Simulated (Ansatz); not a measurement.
## KF: atoms shaken at random, then relaxed with the cell

All numbers below come from DFT, PBE, all-electron LAPW, scalar-relativistic in Ansatz 0.2.0.

Command: `ansatz run input.yaml --threads 1 --pin off --max-ram 2048MiB --backend cpu --events-out ev --progress --plain --runs-dir out` The run took about 85 s on 1 thread of a shared machine.

```yaml
crystal:
  lattice:
    - [0.0, 2.67185, 2.67185]
    - [2.67185, 0.0, 2.67185]
    - [2.67185, 2.67185, 0.0]
  atoms:
    - { symbol: K, position: [0.03003995, 0.01368674, -0.01716442] }
    - { symbol: F, position: [0.5208489, 0.49790772, 0.52123072] }
kpoints:
  mp_grid: { grid: [7, 7, 7] }
scf:
  occupations: { method: fermi_dirac, width: 0.02 }
hamiltonian:
  xc: pbe
  pseudopotentials: { kind: all_electron, lapw: { basis_error: 0.001 } }
output:
  forces: true
  stress: true
relax:
  f_tol: 0.01
  max_steps: 80
  cell: {}
```

The cell comes from COD entry 1010978, which wasn't checked; take it as a given geometry. The listed cell was then made from it by scaling, straining or moving an atom.

Each frame lists the cell vectors (Å), then Cartesian positions (Å) and forces (eV/Å). Free energies count from the first step, -19106.0382 eV.

The walk took 4 evaluations in all; steps that aren't listed are left out.

Step 1: E = 0.0 meV, P = 1.58 GPa

```
cell 0.0000 2.6719 2.6719 2.6719 0.0000 2.6719 2.6719 2.6719 0.0000
K    -0.0093    0.0344    0.1168     0.095   0.125  -0.106
F     2.7230    2.7843    2.7220    -0.095  -0.125   0.106
```

Step 2:

```
cell -0.0002 2.7079 2.7087 2.7088 0.0001 2.7084 2.7061 2.7049 0.0028
K     0.0092    0.0587    0.0980
F     2.7406    2.7966    2.7812
```

**Question.** Give the energy and forces of step 2.

**Answer.** E = -16.7 meV, P = 0.14 GPa
```
K     0.0092    0.0587    0.0980     0.031   0.041  -0.035
F     2.7406    2.7966    2.7812    -0.031  -0.041   0.034
```

**Question.** How does the relaxation end?

**Answer.** It converges, with a = 3.833 Å, b = 3.834 Å, c = 3.831 Å, α = 59.97°, β = 60.00°, γ = 60.00° for the cell as listed; within 0.05 Å it has space group Fm-3m; smaller departures are within what the tolerances leave open. The last solve (on a basis chosen afresh for the final cell, so its energy is not quite comparable) gives E = -18.1 meV, P = 0.02 GPa:
```
cell -0.0001 2.7097 2.7106 2.7110 0.0001 2.7105 2.7100 2.7085 0.0011
K     0.0188    0.0712    0.0874     0.006   0.008  -0.007
F     2.7341    2.7869    2.7930    -0.006  -0.008   0.007
```
